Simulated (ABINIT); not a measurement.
Planning a run of ABINIT 10.8.3 on RbBr (Fm-3m). The input:

```
acell 3*1.0 Angstrom
rprim 
  0.000000000000 3.427000000000 3.427000000000
  3.427000000000 0.000000000000 3.427000000000
  3.427000000000 3.427000000000 -0.000000000000
ntypat 2
znucl 37 35
natom 2
typat 1 2
xred 
  0.000000000000 0.000000000000 0.000000000000
  0.500000000000 0.500000000000 0.500000000000
pp_dirpath "pseudos"
pseudos "Rb.upf, Br.upf"
ecut 19
ngkpt 4 4 4
nshiftk 1
shiftk 0 0 0
kptopt 1
chksymbreak 0
istwfk *1
occopt 1
irdwfk 1
optdriver 4
nband 41
gwcalctyp 28
ecutsigx 19
symsigma 0
nkptgw 8
kptgw 
  0.0000000000 0.0000000000 0.0000000000
  0.2500000000 0.0000000000 0.0000000000
  0.5000000000 0.0000000000 0.0000000000
  0.2500000000 0.2500000000 0.0000000000
  0.5000000000 0.2500000000 0.0000000000
  -0.2500000000 0.2500000000 0.0000000000
  0.5000000000 0.5000000000 0.0000000000
  -0.2500000000 0.5000000000 0.2500000000
bdgw 
  1 15
  1 15
  1 15
  1 15
  1 15
  1 15
  1 15
  1 15
ecuteps 3.2
irdscr 1
ppmodel 1
irdqps 1
rhoqpmix 0.3
indata_prefix "in"
outdata_prefix "out"
tmpdata_prefix "tmp"
```

The database entry behind the starting cell differs from later determinations by our own check (about 0.5 % short), so it need not match the best structure at ambient conditions.

```sh
OMP_NUM_THREADS=1 mpirun -n 4 abinit run.abi > log
```

**Question.** Estimate wall time and host memory on 4 MPI ranks of Arm Neoverse V2, shared host.

It took 46 s; on shared hardware allow 23 s to 93 s. Peak host memory was 0.84 GiB.

[Paths, hosts, dates, memory and timing lines, banners, echoed tables and standing remarks are left out of the program output.]

[Logs are printed without paths, hosts, clocks, repeated set-up lines and the standing remarks that a program may print on its own settings, such as how far it seeks lower states.]

[Runs of the session that timed out or met a known fault of the program may be left out.]

[Hosts, paths, dates, database ids (printed as entryN), source tags and the programs' standing remarks are cut or masked in the printed files.]

[G0W0 gaps are taken among the corrected bands and points alone; a level outside them can change the order at an edge.]

[Where Ansatz stands beside ABINIT at settings called matched, ABINIT's density can come from a denser mesh and the files from another edition; pairs whose starting gaps differed by over 0.03 eV were left out, so agreement reads better than it is.]
